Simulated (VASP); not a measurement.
Method: SCAN meta-GGA, VASP's PBE PAW potentials (set 64) (plane waves; VASP 6.6.1).

VASP ran on this input.

### INCAR
```
# general
SYSTEM =ZrO2
PREC   =Accurate
ENCUT  =520   # plane-wave cut-off (eV)
LREAL  =F
LASPH  =T

# electronic loop
EDIFF  =1E-7
NELM   =100
ALGO   =Normal
LMAXMIX=4
LMIXTAU=T

# smearing
ISMEAR =0   # Gaussian
SIGMA  =0.05

# functional
METAGGA=SCAN

# ions
ISIF   =2

# output
LWAVE  =F
LCHARG =F
```

POSCAR:
```
ZrO2
1
    0.0000000000     2.5928799572     2.5928799572
    2.5928799572     0.0000000000     2.5928799572
    2.5928799572     2.5928799572     0.0000000000
Zr O
1 2
Direct
  0.0000000000   0.0000000000   0.0000000000
  0.2500000000   0.2500000000   0.2500000000
  0.7500000000   0.7500000000   0.7500000000
```

File KPOINTS:
```
Automatic mesh
0
Gamma
8 8 8
0 0 0
```

POTCAR, in this order: Zr_sv O (PBE.64 set). Program: vasp_std.

What VASP printed:

### OSZICAR
```
       N       E                     dE             d eps       ncg     rms          rms(c)
DAV:   1     0.162499129775E+03    0.16250E+03   -0.15077E+04   928   0.157E+03
DAV:   2    -0.619418893615E+02   -0.22444E+03   -0.21799E+03  1272   0.397E+02
DAV:   3    -0.705345016081E+02   -0.85926E+01   -0.85835E+01  1424   0.761E+01
DAV:   4    -0.707582231626E+02   -0.22372E+00   -0.22367E+00  1280   0.926E+00
DAV:   5    -0.707621998869E+02   -0.39767E-02   -0.39767E-02  1280   0.101E+00    0.231E+01
DAV:   6    -0.536068859453E+02    0.17155E+02   -0.21604E+01  1232   0.426E+01    0.814E+00
DAV:   7    -0.549849527422E+02   -0.13781E+01   -0.27528E+00  1048   0.174E+01    0.353E+00
DAV:   8    -0.509576677837E+02    0.40273E+01   -0.17604E+00   928   0.164E+01    0.282E+00
DAV:   9    -0.543846340527E+02   -0.34270E+01   -0.23163E+00   984   0.147E+01    0.239E+00
DAV:  10    -0.542753665315E+02    0.10927E+00   -0.40478E-01  1000   0.590E+00    0.116E+00
DAV:  11    -0.542584622799E+02    0.16904E-01   -0.31269E-02   952   0.188E+00    0.529E-01
DAV:  12    -0.543177798232E+02   -0.59318E-01   -0.18544E-02   960   0.155E+00    0.387E-01
DAV:  13    -0.543101591965E+02    0.76206E-02   -0.12017E-02  1032   0.971E-01    0.168E-01
DAV:  14    -0.543078985101E+02    0.22607E-02   -0.17100E-02   952   0.134E+00    0.244E-01
DAV:  15    -0.543098387361E+02   -0.19402E-02   -0.25834E-03  1008   0.574E-01    0.873E-02
DAV:  16    -0.543099153707E+02   -0.76635E-04   -0.85759E-05  1280   0.925E-02    0.786E-02
DAV:  17    -0.543099666649E+02   -0.51294E-04   -0.14951E-04   952   0.102E-01    0.335E-02
DAV:  18    -0.543099618352E+02    0.48297E-05   -0.62585E-05  1144   0.528E-02    0.944E-03
DAV:  19    -0.543099598089E+02    0.20263E-05   -0.10218E-05  1072   0.234E-02    0.197E-03
DAV:  20    -0.543099592984E+02    0.51045E-06   -0.11512E-06  1248   0.112E-02    0.184E-03
DAV:  21    -0.543099592655E+02    0.32925E-07   -0.22910E-07   848   0.657E-03
   1 F= -.54309959E+02 E0= -.54309959E+02  d E =-.131611E-22
```

### OUTCAR
```
------------------------ aborting loop because EDIFF is reached ----------------------------------------
  FORCE on cell =-STRESS in cart. coord.  units (eV):
  Direction    XX          YY          ZZ          XY          YZ          ZX
  --------------------------------------------------------------------------------------
  Total       -2.9050980     -2.9050980     -2.9050980      0.0000000      0.0000000     -0.0000000
  in kB     -133.5039602   -133.5039602   -133.5039602      0.0000000      0.0000000     -0.0000000
  external PRESSURE =    -133.5039602 kB  Pullay stress =       0.0000000 kB
  volume of cell :       34.86
      direct lattice vectors                 reciprocal lattice vectors
     0.000000000  2.592879957  2.592879957    -0.192835769  0.192835769  0.192835769
     2.592879957  0.000000000  2.592879957     0.192835769 -0.192835769  0.192835769
     2.592879957  2.592879957  0.000000000     0.192835769  0.192835769 -0.192835769
 POSITION                                       TOTAL-FORCE (eV/Angst)
 -----------------------------------------------------------------------------------
      0.00000      0.00000      0.00000         0.000000      0.000000      0.000000
      1.29644      1.29644      1.29644        -0.000000     -0.000000     -0.000000
      3.88932      3.88932      3.88932         0.000000      0.000000     -0.000000
 -----------------------------------------------------------------------------------
    total drift:                                0.000000      0.000000      0.000000
  FREE ENERGIE OF THE ION-ELECTRON SYSTEM (eV)
  ---------------------------------------------------
  free  energy   TOTEN  =       -54.3099592655 eV

  energy  without entropy=      -54.3099592655  energy(sigma->0) =      -54.30995927
```
(Selected blocks of OUTCAR.)

The compound is ZrO2 in the fluorite structure, the high-temperature cubic form, which is unstable at 0 K; the monoclinic form is the stable one. This cell is one point of a volume scan, at 1.06 of the reference volume.
